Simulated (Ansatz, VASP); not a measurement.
**Two plane-wave programs on Ir**

```
CELL_PARAMETERS angstrom
5.47394 0.00000 0.00000
0.00000 7.74131 0.00000
0.00000 0.00000 20.96020
ATOMIC_POSITIONS crystal
Ir 0.25000 0.25000 0.19084
Ir 0.25000 0.75000 0.19084
Ir 0.75000 0.25000 0.19084
Ir 0.75000 0.75000 0.19084
Ir 0.00000 0.00000 0.25613
Ir 0.00000 0.50000 0.25613
Ir 0.50000 0.00000 0.25613
Ir 0.50000 0.50000 0.25613
Ir 0.25000 0.25000 0.32071
Ir 0.25000 0.75000 0.32071
Ir 0.75000 0.25000 0.32071
Ir 0.75000 0.75000 0.32071
Ir 0.00000 0.00000 0.37978
Ir 0.00000 0.50000 0.37978
Ir 0.50000 0.00000 0.37978
Ir 0.50000 0.50000 0.37978
```

Alike in both runs: task single point; functional PBE; k mesh 5 × 4 × 1; occupations gaussian, width 0.1 eV; no spin polarisation.

|  | VASP | Ansatz |
| --- | --- | --- |
| version | VASP 6.6.1 | Ansatz 0.2.0 |
| potentials or method | VASP PAW PBE potentials, release 64 (Ir) | scalar-relativistic, plane waves, PAW |
| plane-wave cutoff (eV) | 520 | 420 |
| valence electrons in the cell | 144 | 272 |

VASP gave:

| Property | Result |
| --- | --- |
| gap on the k mesh at the Fermi level (eV) | none |
| rms of the force components (eV/Å) | 0.474 |
| work function, face that differs most (eV) | 4.90 |

Task: Estimate Ansatz's values.

Result: gap on the k mesh at the Fermi level (eV): none; rms of the force components (eV/Å): 0.472; work function, face that differs most (eV): 5.00.

Atom by atom the forces differ by 0.021 eV/Å (rms over components). A gap of «none» marks a metal or a gap that the smearing closes. With one functional, cell and mesh, what is left measures potentials, basis and numerics. The two sets of potentials don't hold the same shells in valence.

Spin-orbit coupling is left out, which matters for the levels of Ir.
